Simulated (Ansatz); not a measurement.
Runs of Ansatz 0.2.0 on SnSe2. Symmetry: P-3m1, No. 164, trigonal system. The conventional cell has a = 3.811 Å, b = 3.811 Å, c = 6.136 Å, α = 90.00°, β = 90.00°, γ = 120.00°. Around Sn (site symmetry -3m) lie 6 Se at 2.68 Å. Around Se (site symmetry 3m) lie 3 Sn at 2.68 Å. 

```csv
task,level,spin,k mesh,cutoff (eV),smearing,points for each segment of the path,atoms under strain,gap on the mesh (eV),pressure (GPa),largest force (eV/Å)
band structure,BLYP,off,8 × 8 × 5,420,fermi-dirac 0.05 eV,14,-,0.80,9.6,(c)
band structure,r2SCAN,"SOC, no magnetisation",8 × 8 × 5,500,fermi-dirac 0.05 eV,14,-,1.05,3.6,(a)
elastic constants,PBEsol,off,7 × 7 × 4,420,fixed,-,relaxed,0.65,(b),-
band structure,SVWN5,off,8 × 8 × 5,420,fermi-dirac 0.05 eV,14,-,(d),0.7,0.47
```

Alike in all rows: potentials or basis Ansatz PAW; cell as given.

Q: Fill in the values left out.

A: (a) 0.52; (b) 0.3; (c) 1.05; (d) 0.67.

Caveats: the PAW data sets come from PBE, with cores solved anew for the run's functional, which leaves a small shift of forces and pressure; spin-orbit coupling is left out, which moves the levels of the heavy elements (some runs); the k mesh misses the band edges, so the gap on the mesh is wider than the one along the path (some runs); this functional lacks dispersion, which binds the layers, so the pressure and a relaxed spacing across them are unreliable (some runs); forces of over 1 eV/Å show positions far from the minimum, so gaps and moduli don't describe the material at rest (some runs); odd divisions of the mesh miss points on the zone boundary, where band edges often lie, so the gap on the mesh can be too wide (some runs).

A k mesh can miss the band edges, and rows without SOC leave out spin-orbit coupling on Se, Sn.

Runs at the PBE level aren't shown here.
